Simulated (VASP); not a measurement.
## VASP inputs for AlAs (strained zincblende)

INCAR

```
NBANDS = 11
LWAVE = .FALSE.
ENCUT = 520
NSW = 0
GGA = PE
ISMEAR = -1
NELM = 120
EDIFF = 1E-7
ISIF = 2
SIGMA = 0.02
LCHARG = .FALSE.
PREC = Accurate
LREAL = .FALSE.
IBRION = -1
LASPH = .TRUE.
```

KPOINTS

```
KPOINTS created by Atomic Simulation Environment
0
Gamma
8 8 8
0 0 0
```

KPOINTS_OPT

```
special points
6
Reciprocal
0.0000000000 0.0000000000 0.0000000000 1
-0.5000000000 -0.5000000000 0.0000000000 1
-0.3750000000 -0.3750000000 0.2500000000 1
-0.3750000000 0.0000000000 0.3750000000 1
0.0000000000 0.0000000000 0.5000000000 1
-0.5000000000 -0.2500000000 0.2500000000 1
```

POSCAR

```
Al As
 1.0000000000000000
     0.0000000000000000    2.9042199038000001    2.9042199038000001
     2.9042199038000001    0.0000000000000000    2.9042199038000001
     2.9042199038000001    2.9042199038000001    0.0000000000000000
 Al  As
   1   1
Cartesian
  0.0000000000000000  0.0000000000000000  0.0000000000000000
  1.4521099519000000  1.4521099519000000  1.4521099519000000
```

VASP ran with the recommended PBE PAW datasets (8 valence electrons in the cell).

Task: Predict the results.

Result: gap between bands v and c 1.46 eV; least direct gap 1.46 eV; pressure -2.4 GPa.

Band v is the last that the valence electrons fill when counted band by band, and c is the next. Levels in eV from the top of v:

| point | v−1 | v | c | c+1 |
| --- | --- | --- | --- | --- |
| Γ | 0.00 | 0.00 | 1.46 | 4.16 |
| X | -2.01 | -2.01 | 1.56 | 2.28 |
| K | -3.11 | -1.66 | 2.27 | 4.79 |
| L | -0.77 | -0.77 | 1.86 | 4.62 |
| W | -2.89 | -2.58 | 4.30 | 5.24 |
